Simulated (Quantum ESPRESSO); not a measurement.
**Moving the dispersion correction in KCl**

The cell as given:

The structure is cubic, space group Fm-3m (No. 225). Conventional cell: a = 6.293 Å, b = 6.293 Å, c = 6.293 Å, α = 90.00°, β = 90.00°, γ = 90.00°. K (site symmetry m-3m) has 6 Cl at 3.15 Å as nearest neighbours. Around Cl (site symmetry m-3m) lie 6 K at 3.15 Å.

Kept alike: task relaxation of cell and atoms; functional PBE; k mesh 7 × 7 × 7; occupations fermi-dirac, width 0.05 eV; no spin polarisation. Program: Quantum ESPRESSO, PseudoDojo 0.4.1 SR PBE standard, cutoff 1007 eV. The mesh is that of the run's cell of 2 atoms. No spin-orbit coupling.

| dispersion correction | volume (Å³/atom) |
| --- | --- |
| D2 | 31.904 |
| D3(zero) | 32.651 |
| D3(BJ) | 30.869 |
| D3M(BJ) | 26.605 |
| none | 32.450 |
| rVV10 | 30.220 |

The relaxations keep at least the cell's symmetry (Fm-3m). Relaxations stop with a little pressure left, so the last digits of a volume or edge aren't settled.

What does the dispersion correction change here?

The volume runs from 26.605 (D3M(BJ)) to 32.651 Å³/atom (D3(zero)). Against no correction: D2 -1.7 %; D3(zero) +0.6 %; D3(BJ) -4.9 %; D3M(BJ) -18.0 %; rVV10 -6.9 %. A larger cell runs against the usual contraction; coefficients that follow the coordination can push outwards.
